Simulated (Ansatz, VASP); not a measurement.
# One calculation of Ir, two programs

Contents of INCAR:

```
PREC = Accurate
ENCUT = 520
EDIFF = 1E-7
ISMEAR = 0
SIGMA = 0.02
LREAL = False
LASPH = True
NELM = 100
ALGO = Normal
ISIF = 2
LWAVE = False
LCHARG = False
GGA = PE
NBANDS = 10
```

The input KPOINTS:

```
Automatic mesh
0
Gamma
  12 12 12
```

Contents of POSCAR:

```
Ir
1.0
    0.0000000000      1.9156000000      1.9156000000
    1.9156000000      0.0000000000      1.9156000000
    1.9156000000      1.9156000000      0.0000000000
Ir
1
Direct
    0.0000000000      0.0000000000      0.0000000000
```

Contents of input.yaml:

```yaml
crystal:
  lattice:
    - [0.0, 1.9156, 1.9156]
    - [1.9156, 0.0, 1.9156]
    - [1.9156, 1.9156, 0.0]
  atoms:
    - { symbol: Ir, position: [0.0, 0.0, 0.0] }
hamiltonian:
  xc: pbe
  pseudopotentials: { kind: paw }
kpoints:
  mp_grid: { grid: [12, 12, 12] }
scf:
  occupations: { method: gaussian, width: 0.02 }
output:
  forces: true
  stress: true
  eigenvalues: true
```

Alike in both runs: task single point; functional PBE; k mesh 12 × 12 × 12; occupations gaussian, width 0.02 eV; no spin polarisation.

|  | VASP | Ansatz |
| --- | --- | --- |
| version | VASP 6.6.1 | Ansatz 0.2.0 |
| potentials or method | VASP PAW PBE potentials, release 64 (Ir) | Ansatz PAW |
| plane-wave cutoff (eV) | 520 | 420 |
| valence electrons in the cell | 9 | 17 |

```tsv
	VASP	Ansatz	Ansatz less VASP
gap on the k mesh at the Fermi level (eV)	none	none	-
pressure (GPa)	11.8	11.1	-0.65
```

A gap of «none» marks a metal or a gap that the smearing closes. The two sets of potentials don't hold the same shells in valence.

Spin-orbit coupling is left out, which matters for the levels of Ir.
